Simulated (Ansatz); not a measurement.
GaN:

```
Ga N
1.0
     3.18000    0.00000    0.00000
    -1.59000    2.75396    0.00000
     0.00000    0.00000    5.16600
Ga N
2 2
Direct
  0.66667 0.33333 0.50000
  0.33333 0.66667 0.00000
  0.66667 0.33333 0.87500
  0.33333 0.66667 0.37500
```

```yaml
Program: Ansatz 0.2.0
Task: relaxation of cell and atoms
Functional: LC-wPBE
Potentials_or_basis: Ansatz PAW
Cutoff: "420 eV (not typed: the program's choice for these potentials)"
k_mesh: 5 × 5 × 3
Occupations: fermi-dirac, width 0.05 eV
Spin: no spin polarisation
```

At the start: volume 11.31 Å³/atom.

Problem. Where does the relaxation end?

Solution. It ends after 8 steps and the volume is 11.07 Å³/atom (-2.1 %); space group P6_3mc (No. 186, to 0.05 Å).

The path:
```csv
step,energy change (eV),largest force (eV/Å),volume (Å³)
1,0.0000,0.1517,45.24
2,-0.0157,0.1039,44.59
3,-0.0188,0.0383,44.26
4,-0.0189,0.0095,44.28
5,-0.0189,0.0001,44.29
6,-0.0165,0.0002,44.29
7,-0.0165,0.0000,44.27
8,-0.0165,0.0000,44.27
```

Final structure:
```
Ga N
1.0
     3.15603    0.00000    0.00000
    -1.57802    2.73321    0.00000
     0.00000    0.00000    5.13259
Ga N
2 2
Direct
  0.66667 0.33333 0.49897
  0.33333 0.66667 0.99897
  0.66667 0.33333 0.87603
  0.33333 0.66667 0.37603
```

Caveat: the k mesh is coarse (spacing up to 0.46 Å⁻¹), so the values aren't converged, least of all with exact exchange; the plane-wave basis is chosen anew once the cell has moved, so the energies of steps on either side of that aren't comparable; the pressure holds a Pulay correction of +0.5 GPa for the finite cutoff; the PAW data sets come from PBE, with cores solved anew for the run's functional, which leaves a small shift of forces and pressure.
